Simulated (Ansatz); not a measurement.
# Z2 indices of MoS$_{2}$, calculated with Ansatz

Space group R3m (No. 160), 3 atoms in the cell of the first input below: a = 6.394 Å, b = 6.394 Å, c = 6.394 Å, α = 28.63°, β = 28.63°, γ = 28.63°.

The structure is a measured one, not always of the ambient phase, with its volume kept and shape and atoms relaxed (pressure 3.0 GPa with this functional, without spin–orbit coupling). Functional: PBE.

Input:

```yaml
crystal:
  lattice:
    - [1.580962695, 0.9127692375, 6.1274902416]
    - [-1.580962695, 0.9127692375, 6.1274902416]
    - [0.0, -1.8255384751, 6.1274902416]
  atoms:
    - { symbol: Mo, position: [6.3122e-06, 6.3122e-06, 6.3122e-06] }
    - { symbol: S, position: [0.751693915, 0.751693915, 0.751693915] }
    - { symbol: S, position: [0.5815997728, 0.5815997728, 0.5815997728] }
basis:
  ecutwfc: 420
  ecutrho_ratio: 4
kpoints:
  mp_grid: { grid: [8, 8, 8] }
hamiltonian:
  xc: pbe
scf:
  occupations: { method: gaussian, width: 0.05 }
output:
  forces: true
  stress: true
  eigenvalues: true
  populations: true
  topological_invariants: true
magnetization:
  noncollinear: true
  spin_orbit: true
```

```bash
ansatz run input.yaml --threads 4 --pin off --max-ram 9216MiB --backend cpu --events-out ev --progress --plain --runs-dir out
```

Time: 69 s on 4 threads of Intel(R) Xeon(R) Platinum 8259CL CPU @ 2.50GHz (Skylake/Cascade Lake), with other jobs on the host, peak memory 0.93 GiB.

Without spin–orbit coupling the gap on a 12×12×12 mesh is 0.90 eV. With it, in a separate run (self-consistent on 10×10×10, bands on 16×16×16), a gap of 0.85 eV parts the filled from the empty bands (a gap on a mesh is an upper bound, as the edges may lie between its points, so gaps on unlike meshes don't measure the coupling's effect alone). The indices are those of the lowest 26 bands, and their direct separation from the next band is open. They come from Wilson loops on the time-reversal planes.

Task: The cell is scaled in volume by 0.96 and 1.05 with the atoms carried along. Do the indices change?

Result: No.

```csv
volume ratio,pressure with spin–orbit coupling (GPa),smallest direct separation sampled (eV),at k,separation,Z2
0.96,10.0,1.824,0.13 0.50 0.81,open,(0;000)
1.00,3.0,1.720,0.13 0.50 0.81,open,(0;000)
1.05,-3.9,1.600,0.13 0.50 0.81,open,(0;000)
```

Caveats: Kohn–Sham gaps are too small; Z2 indices don't see topology that rests on crystal symmetry, and an even number of inversions cancels; atoms feel forces of up to 0.69 eV/Å at volume ratio 0.96; atoms feel forces of up to 0.73 eV/Å at volume ratio 1.05; no dispersion term, layers or molecules are underbound; the cell shown stands at 3.0 GPa, so it isn't this functional's equilibrium.

MoS₂ stays in the trivial Z2 class at all three volumes, and the direct separation remains far from the closure that a change of index would require. At the unscaled volume the overall gap of 0.85 eV is much smaller than the direct separation of 1.720 eV, so the gap is indirect, as is well known for the bulk material.

The smallest separation lies close to the line through the corners of the layer's hexagonal zone, where both band edges are mainly Mo 4d. There, spin-orbit coupling splits the valence states but is too weak to invert them with the conduction states. The separation falls steadily on expansion, probably because longer Mo–S and Mo–Mo distances weaken the hybridization that holds the d bands apart.

Uniform scaling strains the stiff layers as much as the soft space between them, whereas real pressure mainly closes the latter, so this trend does not predict how the indirect gap responds to pressure.
